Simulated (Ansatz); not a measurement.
The system is CsSnBr3.

```
Cs Sn Br
1.0
     5.83901    0.00000    0.00000
     0.00000    5.83901    0.00000
     0.00000    0.00000    5.83901
Cs Sn Br
1 1 3
Direct
  0.00000 0.00000 0.00000
  0.50000 0.50000 0.50000
  0.00000 0.50000 0.50000
  0.50000 0.50000 0.00000
  0.50000 0.00000 0.50000
```

The cell is a database's computed one.

```yaml
Program: Ansatz 0.2.0
Task: relaxation of cell and atoms
Functional: PBEsol
Potentials_or_basis: Ansatz PAW
Cutoff: "420 eV (not typed: the program's choice for these potentials)"
k_mesh: 5 × 5 × 5
Occupations: fermi-dirac, width 0.05 eV
Spin: no spin polarisation
```

At the start: volume 39.81 Å³/atom.

Q: How do energy, volume and symmetry change on relaxing?

A: It ends after 4 steps and the volume is 38.01 Å³/atom (-4.5 %); space group Pm-3m (No. 221, to 0.05 Å).

The path:
```
step  energy change (eV)  largest force (eV/Å)  volume (Å³)
   1              0.0000                0.0000       199.08
   2             -0.0202                0.0000       194.37
   3             -0.0261                0.0000       190.03
   4             -0.0253                0.0000       190.03
```

Final structure:
```
Cs Sn Br
1.0
     5.74923    0.00000    0.00000
     0.00000    5.74923    0.00000
     0.00000    0.00000    5.74923
Cs Sn Br
1 1 3
Direct
  0.00000 0.00000 0.00000
  0.50000 0.50000 0.50000
  0.00000 0.50000 0.50000
  0.50000 0.50000 0.00000
  0.50000 0.00000 0.50000
```

Caveat: the plane-wave basis is chosen anew once the cell has moved, so the energies of steps on either side of that aren't comparable; the PAW data sets come from PBE, with cores solved anew for the run's functional, which leaves a small shift of forces and pressure.
